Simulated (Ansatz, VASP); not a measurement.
One calculation of Rh, two programs

```
Rh
1.0
     2.69235    0.00000    0.00000
    -1.34617    2.33164    0.00000
     0.00000    0.00000    4.39661
Rh
2
Direct
  0.33333 0.66667 0.25000
  0.66667 0.33333 0.75000
```

This isn't the form of Rh at room conditions, which is fcc.

Alike in both runs: task relaxation of cell and atoms; functional PBE; dispersion D3(BJ); k mesh 18 × 18 × 10; occupations gaussian, width 0.1 eV; no spin polarisation.

```csv
,VASP,Ansatz
version,VASP 6.6.1,Ansatz 0.2.0
potentials or method,"VASP PAW PBE potentials, release 64 (Rh_pv)","scalar-relativistic, plane waves, PAW"
plane-wave cutoff (eV),600,420
valence electrons in the cell,30,34
```

Ansatz gave:

| Item | Value |
| --- | --- |
| gap on the k mesh at the Fermi level, each at its own relaxed structure (eV) | none |
| relaxed volume (Å³/atom) | 13.70 |
| relaxed cell length with the largest relative difference (Å) | 2.698 |
| energy change over the relaxation (meV/atom) | -2 |

Question: Estimate VASP's values.

Answer: gap on the k mesh at the Fermi level, each at its own relaxed structure (eV): none; relaxed volume (Å³/atom): 13.69; relaxed cell length with the largest relative difference (Å): 2.698; energy change over the relaxation (meV/atom): -2.

A gap of «none» marks a metal or a gap that the smearing closes. The two sets of potentials don't hold the same shells in valence.

Caveats: pairwise dispersion overbinds metals, which lowers pressure and volume.
